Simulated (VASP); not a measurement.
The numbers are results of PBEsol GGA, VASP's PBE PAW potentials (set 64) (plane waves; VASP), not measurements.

Gaps are without spin-orbit coupling.

```json
{
 "volume_per_atom": "38.33 Å^3/atom",
 "band gap (over mesh and band path)": "4.42 eV",
 "smallest direct gap (over mesh and band path)": "4.42 eV",
 "hill_bulk_modulus": "15.8 GPa",
 "hill_shear_modulus": "9.6 GPa"
}
```

Which relaxed crystal gives these values?
A) CsBr, Pm-3m (221)
B) SrO, Fm-3m (225)
C) ZnCdSe2, P3m1 (156)
D) MgO, P6_3/mmc (194)

A, CsBr, Pm-3m (221)
